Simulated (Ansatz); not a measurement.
# Pb: equation of state with PBE0

Pb:

```
CELL_PARAMETERS angstrom
3.48000 0.00000 0.00000
-1.74000 3.01377 0.00000
0.00000 0.00000 5.59000
ATOMIC_POSITIONS crystal
Pb 0.66667 0.33333 0.75000
Pb 0.33333 0.66667 0.25000
```

This isn't the form of Pb at room conditions, which is fcc.

| Item | Value |
| --- | --- |
| Program | Ansatz 0.2.0 |
| Task | equation of state |
| Functional | PBE0 |
| Potentials or basis | Ansatz PAW |
| Cutoff | 420 eV |
| Density cutoff | 1680 eV |
| k mesh | 4 × 4 × 4 |
| Occupations | fermi-dirac, width 0.05 eV |
| Spin | no spin polarisation |

| Quantity | Value |
| --- | --- |
| Equilibrium volume | 30.11 Å³/atom |
| Bulk modulus at fixed shape and positions | 49 GPa |
| Pressure derivative of the bulk modulus | 2.8 (rough: it moves with the points fitted) |

Energy against volume, from the lowest point:
| volume (Å³/atom) | energy (meV/atom) |
| --- | --- |
| 27.555 | 37.12 |
| 28.141 | 21.18 |
| 28.727 | 10.40 |
| 29.314 | 3.14 |
| 29.900 | 0.00 |
| 30.486 | 0.56 |
| 31.073 | 4.42 |

All runs of the series together: 7.7 min on 2 threads of Intel(R) Xeon(R) Processor @ 2.50GHz (Skylake/Cascade Lake), with other jobs on the host.

Caveat: the k mesh is coarse (spacing up to 0.52 Å⁻¹), so the values aren't converged, least of all with exact exchange; the fit is doubtful: noisy points or a state that changes with volume; the cell was scaled at fixed shape and fractional positions, which overstates the stiffness of a crystal with free parameters, most of all of layers and chains; the PAW data sets were made with another functional, which shifts forces and pressure a little. The run has no spin-orbit coupling, so splittings on Pb are missing.
